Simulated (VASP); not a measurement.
# Re (Im-3m) in VASP: a series of runs, part 2 of 2

VASP 6.6.1.

## 3. Single point, RPBE

This run uses another cell than the first one, of 16.47 Å³/atom, 1.120 times its volume.

INCAR reads:

```
SYSTEM = Re
  PREC = Accurate
  ENCUT = 520
  EDIFF = 1E-6
  ISMEAR = -1
  SIGMA = 0.1
  LREAL = .FALSE.
  LASPH = .TRUE.
  NELM = 100
  ALGO = Normal
  ISIF = 2
  LWAVE = .FALSE.
  LCHARG = .FALSE.
  GGA = RP
  NBANDS = 10
```

KPOINTS reads:

```
Automatic mesh
0
G
  16 16 16
  0 0 0
```

POSCAR reads:

```
Re
1.0
   -1.6029264016      1.6029264016      1.6029264016
    1.6029264016     -1.6029264016      1.6029264016
    1.6029264016      1.6029264016     -1.6029264016
Re
1
Direct
    0.0000000000      0.0000000000      0.0000000000
```

Potentials or basis: VASP PAW PBE potentials, release 64 (Re).

The run is started by

```console
cat potpaw_PBE.64/Re/POTCAR > POTCAR
mpirun -np 1 vasp_std > vasp.out
```

OUTCAR:

```text
SYSTEM = Re
   PREC = Accurate
   ENCUT = 520
   EDIFF = 1E-6
   ISMEAR = -1
   LREAL = .FALSE.
   LASPH = .TRUE.
   NELM = 100
   ISIF = 2
   GGA = RP

 ion  position               nearest neighbor table
   1  0.000  0.000  0.000-

  LATTYP: Found a body centered cubic cell.
 ALAT       =     3.2058528032

  Lattice vectors:

 A1 = (  -1.6029264016,   1.6029264016,   1.6029264016)
 A2 = (   1.6029264016,  -1.6029264016,   1.6029264016)
 A3 = (   1.6029264016,   1.6029264016,  -1.6029264016)

Analysis of symmetry for initial positions (statically):
=====================================================================
 Subroutine PRICEL returns:
 Original cell was already a primitive cell.

 Routine SETGRP: Setting up the symmetry group for a
 body centered cubic supercell.

 Subroutine GETGRP returns: Found 48 space group operations
 (whereof 48 operations were pure point group operations)
 out of a pool of 48 trial point group operations.

The static configuration has the point symmetry O_h .

Analysis of symmetry for dynamics (positions and initial velocities):
=====================================================================
 Subroutine PRICEL returns:
 Original cell was already a primitive cell.

 Routine SETGRP: Setting up the symmetry group for a
 body centered cubic supercell.

 Subroutine GETGRP returns: Found 48 space group operations
 (whereof 48 operations were pure point group operations)
 out of a pool of 48 trial point group operations.

The dynamic configuration has the point symmetry O_h .

 Subroutine INISYM returns: Found 48 space group operations
 (whereof 48 operations are pure point group operations),
 and found     1 'primitive' translations

----------------------------------------------------------------------------------------

                                     Primitive cell
[... 112 lines left out ...]
  Thomas-Fermi vector in A             =   2.365598
   LORBIT       =      0    0 simple, 1 ext, 2 COOP (PROOUT), +10 PAW based schemes
   GGA     = RP    functional components
   LHFCALC =     F    Hartree Fock is set to
   AEXX    =    0.0000 exact exchange contribution
   IVDW    =     0    specifies the selected vdW correction
   LEPSILON=     F    determine dielectric tensor
   LRPA    =     F    only Hartree local field effects (RPA)
 non-spin polarized calculation
  energy-cutoff  :      520.00
  volume of cell :       16.47
 maximum number of plane-waves:       466
 NGX is ok and might be reduce to    24
   NGX = 11   NGY = 11   NGZ = 11

 number of electron       7.0000001 magnetization

 Free energy of the ion-electron system (eV)
  ---------------------------------------------------
  ext. energy  EPLUGINS =         0.00000000
  ---------------------------------------------------
  free energy    TOTEN  =       -11.43715327 eV

  energy without entropy =      -11.39817247  energy(sigma->0) =      -11.41766287

 E-fermi :   7.4357     XC(G=0): -13.0815

 val. band max:        7.4332554761   @ k =  -0.3750   0.5000   0.0625
 cond. band min:       7.4522062361   @ k =   0.1875   0.0625   0.0000
 fundamental gap:      0.0189507600
 Fermi energy:         7.4357277015

 k-point     1 :       0.0000    0.0000    0.0000
  band No.  band energies     occupation
      1      -2.4360      2.00000
      2       5.1096      2.00000
      3       5.1096      2.00000
      4       5.1096      2.00000
      5       8.1363      0.00181
      6       8.1363      0.00181
      7      22.7578      0.00000
      8      22.7578      0.00000
      9      22.7578      0.00000
     10      33.3803      0.00000
[... 287 lines left out ...]
 k-point    24 :       0.2500    0.1875    0.0000
  band No.  band energies     occupation
      1       1.5984      2.00000
      2       3.6124      2.00000
      3       4.3005      2.00000
      4       7.5694      0.41622
      5       8.7484      0.00000
      6      10.7941      0.00000
      7      18.4276      0.00000
      8      21.3577      0.00000
      9      23.4661      0.00000
     10      27.4019      0.00000

 [... further k-points ...]

------------------------ aborting loop because EDIFF is reached ----------------------------------------

  FORCE on cell =-STRESS in cart. coord.  units (eV):
  Direction    XX          YY          ZZ          XY          YZ          ZX
  --------------------------------------------------------------------------------------
  -------------------------------------------------------------------------------------
  Total       -2.3320652     -2.3320652     -2.3320652     -0.0000000      0.0000000     -0.0000000
  in kB     -226.8039083   -226.8039083   -226.8039083     -0.0000000      0.0000000     -0.0000000
  external PRESSURE =    -226.8039083 kB  Pullay stress =       0.0000000 kB

 VOLUME and BASIS-vectors are now :
 -----------------------------------------------------------------------------
  energy-cutoff  :      520.00
  volume of cell :       16.47
      direct lattice vectors                 reciprocal lattice vectors
    -1.602926402  1.602926402  1.602926402     0.000000000  0.311929481  0.311929481
     1.602926402 -1.602926402  1.602926402     0.311929481  0.000000000  0.311929481
     1.602926402  1.602926402 -1.602926402     0.311929481  0.311929481  0.000000000

 POSITION                                       TOTAL-FORCE (eV/Angst)
 -----------------------------------------------------------------------------------
      0.00000      0.00000      0.00000         0.000000     -0.000000      0.000000
 -----------------------------------------------------------------------------------
    total drift:                                0.000000      0.000000      0.000000

  FREE ENERGIE OF THE ION-ELECTRON SYSTEM (eV)
  ---------------------------------------------------
  free  energy   TOTEN  =       -11.4371532661 eV

  energy  without entropy=      -11.3981724669  energy(sigma->0) =      -11.41766287
```

It took 12 s on 1 thread of Intel Xeon Platinum 8559C (Emerald Rapids), shared host; peak memory 0.15 GiB.

What came out:

| Item | Value |
| --- | --- |
| Free energy | -11.4372 eV |
| Pressure | -22.7 GPa |
| Band gap on the k mesh | none (metal or under the smearing width) |

Caveat: so large a pressure means that the cell lies far from this level's equilibrium, or that cutoff or potentials fall short; the potentials were made for another functional, which shifts forces and pressure.
